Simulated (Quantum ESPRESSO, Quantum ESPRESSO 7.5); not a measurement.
**2H-WS2, 2 layers, AA' stacking, stepped through the share of short-range exact exchange**

What law, if any, do the results for 2H-WS2, 2 layers, AA' stacking follow against the share of short-range exact exchange?

Calculated with Quantum ESPRESSO 7.5; plane-wave DFT, PBE, SG15 norm-conserving pseudopotentials (geometry by pw.x at PBE-D3(BJ), GBRV ultrasoft).

## 1. The structure

The cell holds 6 atoms: 4 S and 2 W. Cell: a = 3.180 Å, b = 3.180 Å, c = 25.151 Å, α = 90.0°, β = 90.0°, γ = 120.0°. It derives from WS2. Vacuum lies along c.

Set-up: Cell and atoms are relaxed under PBE-D3(BJ) (GBRV files) and held. Screened hybrids with norm-conserving files, screening 0.106 per bohr, fixed occupations, a 9×9×1 mesh with exchange on 3×3×1 q points. Levels count from the potential in the middle of the vacuum.

## 2. Relaxing cell and ions of the reference

What the set-up leaves free in this member is relaxed.

ref.relax.in reads:

```
&control
  prefix = 'ref.relax'
  outdir = './out'
  pseudo_dir = './pseudo'
  nstep = 80
  forc_conv_thr = 0.0004
  calculation = 'vc-relax'
  etot_conv_thr = 1e-06
/
&system
  ibrav = 0
  nat = 6
  ntyp = 2
  ecutwfc = 50
  ecutrho = 250
  vdw_corr = 'grimme-d3'
  dftd3_version = 4
  occupations = 'smearing'
  smearing = 'fd'
  degauss = 0.004
/
&electrons
  conv_thr = 1e-09
  mixing_beta = 0.4
  electron_maxstep = 120
  mixing_mode = 'plain'
/
&ions
/
&cell
  cell_dofree = '2Dxy'
  press_conv_thr = 0.3
/
ATOMIC_SPECIES
  S   32.0600  s_pbe_v1.4.uspp.F.UPF
  W   183.8400  w_pbe_v1.2.uspp.F.UPF
CELL_PARAMETERS angstrom
  3.18000000000000 0.00000000000000 0.00000000000000
  -1.59000000000000 2.75396078403451 0.00000000000000
  0.00000000000000 0.00000000000000 25.15124046483792
ATOMIC_POSITIONS crystal
  S   0.333333333300 0.666666666700 0.298196027766
  W   0.000000000000 0.000000000000 0.367290437588
  S   0.333333333300 0.666666666700 0.436384847410
  S   0.000000000000 0.000000000000 0.563615152590
  W   0.333333333300 0.666666666700 0.632709562412
  S   0.000000000000 0.000000000000 0.701803972234
K_POINTS automatic
  12 12 1 0 0 0
```

The run is started by

```
$ OMP_NUM_THREADS=1 mpirun -n 8 pw.x -nk 8 -in ref.relax.in > ref.relax.out
```

Output:

```text
Program PWSCF v.7.5 starts
[citation notice left out]

     Parallel version (MPI & OpenMP), running on       8 processor cores
     Number of MPI processes:                 8
     Threads/MPI process:                     1

     MPI processes distributed on     1 nodes
[...]
Current dimensions of program PWSCF are:
     Max number of different atomic species (ntypx) = 10
     Max number of k-points (npk) =  40000
     Max angular momentum in pseudopotentials (lmaxx) =  4
     Message from routine setup:
     using ibrav=0 with symmetry is DISCOURAGED, use correct ibrav instead

     K-points division:     npool     =       8
     Subspace diagonalization in iterative solution of the eigenvalue problem:
     a serial algorithm will be used

     G-vector sticks info
     --------------------
     sticks:   dense  smooth     PW     G-vecs:    dense   smooth      PW
     Sum         625     499    151                98999    71175   11859

     Using Slab Decomposition

     bravais-lattice index     =            0
     lattice parameter (alat)  =       6.0093  a.u.
     unit-cell volume          =    1486.4177 (a.u.)^3
     number of atoms/cell      =            6
     number of atomic types    =            2
     number of electrons       =        52.00
     number of Kohn-Sham states=           31
     kinetic-energy cutoff     =      50.0000  Ry
     charge density cutoff     =     250.0000  Ry
     scf convergence threshold =      1.0E-09
     mixing beta               =       0.4000
     number of iterations used =            8  plain     mixing
     energy convergence thresh.=      1.0E-06
     force convergence thresh. =      4.0E-04
     press convergence thresh. =      3.0E-01
     Exchange-correlation= SLA  PW   PBE  PBE
                           (   1   4   3   4   0   0   0)
     nstep                     =           80

     celldm(1)=   6.009329  celldm(2)=   0.000000  celldm(3)=   0.000000
     celldm(4)=   0.000000  celldm(5)=   0.000000  celldm(6)=   0.000000

     crystal axes: (cart. coord. in units of alat)
               a(1) = (   1.000000   0.000000   0.000000 )
               a(2) = (  -0.500000   0.866025   0.000000 )
               a(3) = (   0.000000   0.000000   7.909195 )

     reciprocal axes: (cart. coord. in units 2 pi/alat)
               b(1) = (  1.000000  0.577350 -0.000000 )
               b(2) = (  0.000000  1.154701  0.000000 )
               b(3) = (  0.000000 -0.000000  0.126435 )

     PseudoPot. # 1 for S  read from file:
     ./pseudo/s_pbe_v1.4.uspp.F.UPF
     Pseudo is Ultrasoft + core correction, Zval =  6.0
     Generated by new atomic code, or converted to UPF format
     Using radial grid of  907 points,  6 beta functions with:
                l(1) =   0
                l(2) =   0
                l(3) =   1
                l(4) =   1
                l(5) =   2
                l(6) =   2
     Q(r) pseudized with  8 coefficients,  rinner =    1.300   1.300   1.300
                                                       1.300   1.300

     PseudoPot. # 2 for W  read from file:
     ./pseudo/w_pbe_v1.2.uspp.F.UPF
     Pseudo is Ultrasoft + core correction, Zval = 14.0
     Generated by new atomic code, or converted to UPF format
     Using radial grid of  923 points,  8 beta functions with:
                l(1) =   0
                l(2) =   0
                l(3) =   0
                l(4) =   1
                l(5) =   1
                l(6) =   2
                l(7) =   2
                l(8) =   3
     Q(r) pseudized with  6 coefficients,  rinner =    1.350   1.350   1.350
                                                       1.350   1.350   1.350
                                                       1.350

     atomic species   valence    mass     pseudopotential
     S                 6.00    32.06000     S ( 1.00)
     W                14.00   183.84000     W ( 1.00)

     12 Sym. Ops., with inversion, found ( 6 have fractional translation)

   Cartesian axes

     site n.     atom                  positions (alat units)
         1        S      tau(   1) = (  -0.0000000   0.5773503   2.3584906  )
         2        W      tau(   2) = (   0.0000000   0.0000000   2.9049717  )
         3        S      tau(   3) = (  -0.0000000   0.5773503   3.4514529  )
         4        S      tau(   4) = (   0.0000000   0.0000000   4.4577422  )
         5        W      tau(   5) = (  -0.0000000   0.5773503   5.0042234  )
         6        S      tau(   6) = (   0.0000000   0.0000000   5.5507045  )

     --------------------------------------------
     DFT-D3 Dispersion Correction (3-body terms):
     --------------------------------------------
       Reference C6 values for interpolation:

         atom   Coordination number   C6
         S          0.000           268.01
         S          0.995           261.99
         S          1.990           251.62
         W          0.000          1628.72
         W          1.929          1086.81
         W         10.915           796.19

       Values used:

         atom   Coordination number  R0_AB[au]  C6      C8
         S          3.493            3.128    251.62  12327.25
         W          9.581            3.766    796.19 128250.55
         S          3.546            3.128    251.62  12327.25
         S          3.546            3.128    251.62  12327.25
         W          9.581            3.766    796.19 128250.55
         S          3.493            3.128    251.62  12327.25

         Molecular C6 ( Ry / a.u.^6 ) =     14354.95

     number of k points=    19  Fermi-Dirac smearing, width (Ry)=  0.0040
                       cart. coord. in units 2pi/alat
        k(    1) = (   0.0000000   0.0000000   0.0000000), wk =   0.0138889
        k(    2) = (   0.0000000   0.0962250   0.0000000), wk =   0.0833333
        k(    3) = (   0.0000000   0.1924501   0.0000000), wk =   0.0833333
        k(    4) = (   0.0000000   0.2886751   0.0000000), wk =   0.0833333
        k(    5) = (   0.0000000   0.3849002   0.0000000), wk =   0.0833333
        k(    6) = (   0.0000000   0.4811252   0.0000000), wk =   0.0833333
        k(    7) = (   0.0000000  -0.5773503   0.0000000), wk =   0.0416667
        k(    8) = (   0.0833333   0.1443376   0.0000000), wk =   0.0833333
        k(    9) = (   0.0833333   0.2405626   0.0000000), wk =   0.1666667
        k(   10) = (   0.0833333   0.3367877   0.0000000), wk =   0.1666667
[...]
k(   19) = (   0.3333333   0.5773503   0.0000000), wk =   0.0277778

     Dense  grid:    98999 G-vectors     FFT dimensions: (  36,  36, 240)

[...]
atom    2 type  2   force =     0.00000000    0.00000000    0.00137730
     atom    3 type  1   force =     0.00000000    0.00000000   -0.02409722
     atom    4 type  1   force =    -0.00000000   -0.00000000    0.02409722
     atom    5 type  2   force =    -0.00000000   -0.00000000   -0.00137730
     atom    6 type  1   force =     0.00000000    0.00000000   -0.02691086

     Total force =     0.051123     Total SCF correction =     0.000062

     Computing stress (Cartesian axis) and pressure

     negative rho (up, down):  1.383E-01 0.000E+00
          total   stress  (Ry/bohr**3)                   (kbar)     P=      -11.19
   0.00001549  -0.00000000   0.00000000            2.28       -0.00        0.00
  -0.00000000   0.00001549   0.00000000           -0.00        2.28        0.00
   0.00000000   0.00000000  -0.00025916            0.00        0.00      -38.12

     Energy error            =      2.3E-02 Ry
     Gradient error          =      2.7E-02 Ry/Bohr
     Cell gradient error     =      2.3E+00 kbar

     number of scf cycles    =   3
     number of bfgs steps    =   2

     enthalpy           old  =    -415.1595472375 Ry
     enthalpy           new  =    -415.1829807528 Ry

     CASE: enthalpy          _new < enthalpy          _old

     new trust radius        =       0.0629643586 bohr
     new conv_thr            =       0.0000000007 Ry

     new unit-cell volume =   1436.37417 a.u.^3 (   212.84869 Ang^3 )
     density =      3.86892 g/cm^3

CELL_PARAMETERS (angstrom)
   3.126010781   0.000000000   0.000000000
  -1.563005391   2.707204749   0.000000000
   0.000000000   0.000000000  25.151240465

ATOMIC_POSITIONS (crystal)
S                0.3333333333        0.6666666667        0.3041001638
W                0.0000000000        0.0000000000        0.3674053723
S                0.3333333333        0.6666666667        0.4307094345
S               -0.0000000000       -0.0000000000        0.5692905655
W                0.3333333333        0.6666666667        0.6325946277
S               -0.0000000000       -0.0000000000        0.6958998362

[...]
NEW-OLD atomic charge density approx. for the potential
     New effective cutoffs (rho, wfc):  258.57   51.73

     Check: negative core charge=   -0.000001

     negative rho (up, down):  1.382E-01 0.000E+00

     total cpu time spent up to now is       98.1 secs

     per-process dynamical memory:   118.5 Mb

[...]
!    total energy              =    -415.18606829 Ry
[...]
Total force =     0.003760     Total SCF correction =     0.000078
[...]
number of bfgs steps    =   3
[...]
new trust radius        =       0.0178143974 bohr
[...]
!    total energy              =    -415.18668889 Ry
[...]
Total force =     0.003770     Total SCF correction =     0.000026
[...]
number of bfgs steps    =   4
[...]
new trust radius        =       0.0195958372 bohr
[...]
!    total energy              =    -415.18718538 Ry
[...]
Total force =     0.003499     Total SCF correction =     0.000019
[...]
number of bfgs steps    =   5
[...]
new trust radius        =       0.0293937558 bohr
[...]
!    total energy              =    -415.19006544 Ry
[...]
Total force =     0.000860     Total SCF correction =     0.000013
[...]
number of bfgs steps    =  20
[...]
WARNING: bfgs curvature condition failed, Theta= 0.926
     new trust radius        =       0.0065334647 bohr
[...]
iteration # 11     ecut=    50.00 Ry     beta= 0.40
[...]
negative rho (up, down):  1.375E-01 0.000E+00

[...]
End of self-consistent calculation

          k = 0.0000 0.0000 0.0000 (  8879 PWs)   bands (ev):

   -71.5569 -71.5569 -35.8039 -35.8039 -35.6414 -35.6414 -35.6413 -35.6413
   -12.4090 -12.2820 -10.8194 -10.5912  -4.2302  -3.6730  -0.3812  -0.3812
    -0.3729  -0.3729  -0.2182   0.8469   0.8469   0.8765   0.8765   0.8814
     2.2064   2.8974   5.3547   5.3547   5.3677   5.3677   5.4682

          k = 0.0000 0.0964 0.0000 (  8879 PWs)   bands (ev):

   -71.5557 -71.5557 -35.7996 -35.7996 -35.6649 -35.6648 -35.6468 -35.6468
   -12.2936 -12.1665 -10.7727 -10.5515  -4.0933  -3.5363  -0.6851  -0.6713
    -0.4594  -0.2699  -0.2582   0.2353   0.6639   0.6960   0.9359   1.2618
     2.1815   2.7322   5.2400   5.2638   5.2664   5.3389   5.3438

          k = 0.0000 0.1929 0.0000 (  8874 PWs)   bands (ev):

   -71.5526 -71.5526 -35.7881 -35.7881 -35.7285 -35.7285 -35.6617 -35.6617
   -11.9643 -11.8380 -10.6396 -10.4391  -3.7223  -3.1725  -1.3936  -1.3587
    -0.9692  -0.4940   0.0339   0.0579   0.2401   0.2748   0.8757   1.2762
     2.0080   2.2268   4.7432   5.0297   5.1200   5.2474   5.2540

          k = 0.0000 0.2893 0.0000 (  8846 PWs)   bands (ev):

   -71.5482 -71.5482 -35.8144 -35.8144 -35.7722 -35.7722 -35.6819 -35.6818
   -11.4728 -11.3512 -10.4425 -10.2753  -3.3095  -2.8603  -2.1256  -1.9732
    -1.5542  -1.2453  -0.2358  -0.1929   0.4514   0.4901   0.6184   0.9921
     1.5546   1.6300   4.6130   4.9603   5.0402   5.0804   5.5615

          k = 0.0000 0.3858 0.0000 (  8884 PWs)   bands (ev):

   -71.5439 -71.5439 -35.8991 -35.8991 -35.7563 -35.7563 -35.7020 -35.7020
   -10.9118 -10.8035 -10.2221 -10.0990  -3.4462  -3.2551  -2.4081  -2.0913
    -2.0222  -1.7620  -0.6289  -0.5836   0.3613   0.6591   0.8343   0.9022
     1.1836   1.3328   4.9014   5.0033   5.0913   5.2638   5.9840

          k = 0.0000 0.4822 0.0000 (  8902 PWs)   bands (ev):

   -71.5407 -71.5407 -35.9604 -35.9604 -35.7446 -35.7446 -35.7167 -35.7167
   -10.4302 -10.3470 -10.0381  -9.9646  -3.9270  -3.7730  -2.6882  -2.5113
    -2.1084  -1.7625  -0.8830  -0.8363   0.2387   0.4341   1.0743   1.1708
     1.2822   1.4392   5.2162   5.2615   5.3939   5.6044   6.2592

[...]
the Fermi energy is     3.5347 ev

!    total energy              =    -415.19018857 Ry
     estimated scf accuracy    <          1.3E-12 Ry
     smearing contrib. (-TS)   =      -0.00000002 Ry
     internal energy E=F+TS    =    -415.19018855 Ry

     The total energy is F=E-TS. E is the sum of the following terms:
     one-electron contribution =   -2739.32113884 Ry
     hartree contribution      =    1374.87100425 Ry
     xc contribution           =    -116.41909999 Ry
     ewald contribution        =    1065.83316050 Ry
     DFT-D3 Dispersion         =      -0.15411447 Ry

     convergence has been achieved in  11 iterations

     negative rho (up, down):  1.375E-01 0.000E+00

     Forces acting on atoms (cartesian axes, Ry/au):

     atom    1 type  1   force =    -0.00000000   -0.00000000   -0.00028309
     atom    2 type  2   force =    -0.00000000    0.00000000    0.00006351
     atom    3 type  1   force =    -0.00000000   -0.00000000    0.00051995
     atom    4 type  1   force =     0.00000000    0.00000000   -0.00051995
     atom    5 type  2   force =     0.00000000    0.00000000   -0.00006351
     atom    6 type  1   force =     0.00000000    0.00000000    0.00028309

     Total force =     0.000842     Total SCF correction =     0.000005

     Computing stress (Cartesian axis) and pressure

     negative rho (up, down):  1.375E-01 0.000E+00
          total   stress  (Ry/bohr**3)                   (kbar)     P=       -4.47
  -0.00004306   0.00000000  -0.00000000           -6.33        0.00       -0.00
   0.00000000  -0.00004306  -0.00000000            0.00       -6.33       -0.00
   0.00000000   0.00000000  -0.00000499            0.00        0.00       -0.73

     Energy error            =      1.2E-04 Ry
     Gradient error          =      5.2E-04 Ry/Bohr
     Cell gradient error     =      6.3E+00 kbar

     number of scf cycles
```

It took 12 min on 8 MPI ranks of Arm Neoverse V2, shared host; peak memory 1.9 GiB; 1.7 h of CPU time.

Step by step (22 of 27):

| step | energy less that of the first step (eV) | largest force (eV/Å) | volume (Å³) |
| --- | --- | --- | --- |
| 1 | 0.0000 | 2.6648 | 220.26 |
| 2 | -0.5743 | 1.8045 | 216.48 |
| 3 | -0.8931 | 0.6919 | 213.28 |
| 5 | -0.9435 | 0.0570 | 213.85 |
| 6 | -0.9503 | 0.0479 | 214.95 |
| 7 | -0.9555 | 0.0357 | 216.62 |
| 8 | -0.9560 | 0.0380 | 217.21 |
| 10 | -0.9565 | 0.0388 | 217.43 |
| 11 | -0.9569 | 0.0391 | 217.52 |
| 12 | -0.9576 | 0.0397 | 217.63 |
| 13 | -0.9587 | 0.0403 | 217.75 |
| 15 | -0.9627 | 0.0426 | 218.11 |
| 16 | -0.9662 | 0.0432 | 218.37 |
| 17 | -0.9712 | 0.0396 | 218.73 |
| 18 | -0.9775 | 0.0353 | 219.18 |
| 20 | -0.9878 | 0.0043 | 219.98 |
| 21 | -0.9895 | 0.0140 | 219.64 |
| 22 | -0.9912 | 0.0134 | 219.26 |
| 23 | -0.9932 | 0.0097 | 218.71 |
| 25 | -0.9952 | 0.0002 | 217.32 |
| 26 | -0.9952 | 0.0001 | 217.33 |
| 27 | -0.9937 | 0.0001 | 217.33 |

| cell as run | before | after | change |
| --- | --- | --- | --- |
| a (Å) | 3.180 | 3.159 | -0.7 % |
| b (Å) | 3.180 | 3.159 | -0.7 % |

The atoms that moved most (Å, along periodic axes as changes of fractional coordinates times the final cell, across vacuum about the mean position):

| atom | dx | dy | dz | length |
| --- | --- | --- | --- | --- |
| S6 | 0.000 | 0.000 | -0.438 | 0.438 |
| S1 | 0.000 | 0.000 | 0.438 | 0.438 |
| W5 | 0.000 | 0.000 | -0.277 | 0.277 |
| W2 | 0.000 | 0.000 | 0.277 | 0.277 |
| S3 | 0.000 | 0.000 | 0.115 | 0.115 |
| S4 | 0.000 | 0.000 | -0.115 | 0.115 |

 The last row is no step: it is a fresh SCF in the final cell with a new plane-wave basis, +2 meV from the row before.

Read from the output:

- free energy: -5648.9528 eV
- Fermi energy: 3.589 eV

(Continued in part 2 of 3.)

[Logs are printed without paths, hosts, clocks, repeated set-up lines and the standing remarks that a program may print on its own settings, such as how far it seeks lower states.]

[Hosts, paths, dates, database ids (printed as entryN), source tags and the programs' standing remarks are cut or masked in the printed files.]

[Maps of the electrostatic potential energy from Ansatz leave out the sawtooth potential of an applied field or a dipole correction, so their vacuum need not be flat; planar profiles and work functions include it.]
